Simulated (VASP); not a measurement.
**Sn under changes of volume**

One of the cells (27.109 Å³/atom); the others are scaled copies at fixed shape and fractional positions:

```
Sn
1.0
    -2.03998    2.03998    1.62857
     2.03998   -2.03998    1.62857
     2.03998    2.03998   -1.62857
Sn
1
Direct
  0.00000 0.00000 0.00000
```

This isn't the form of Sn at room conditions, which is tetragonal (white tin).

* Program: VASP 6.6.1
* Functional: r2SCAN
* Potentials or basis: VASP PAW PBE potentials, release 64 (Sn_d)
* Cutoff: 520 eV
* k mesh: 8 × 8 × 8
* Occupations: fermi-dirac, width 0.05 eV
* Spin: no spin polarisation

```csv
volume (Å³/atom),energy over the lowest point (meV/atom),pressure (GPa)
26.025,?,?
26.567,2.13,1.1
27.109,0.00,-0.1
27.652,1.72,-1.1
28.194,6.80,-2.1
```

Task: What does the run at 26.025 Å³/atom give?

Result: Energy over the lowest point 8.40 meV/atom; pressure 2.4 GPa.

Worked out: A Birch-Murnaghan fit of order 2 (a polynomial in V^(-2/3)) to the other rows has its minimum at 27.13 Å³/atom with B0 = V·E''(V) = 56 GPa at fixed shape and positions, which overstates the stiffness. It gives 8.41 meV/atom at 26.025 Å³/atom, against the run's 8.40, and -dE/dV = 2.5 GPa, against 2.4.

Energies are extrapolated to zero smearing.

Caveats: the PAW data sets were made with another functional, which shifts forces and pressure a little.
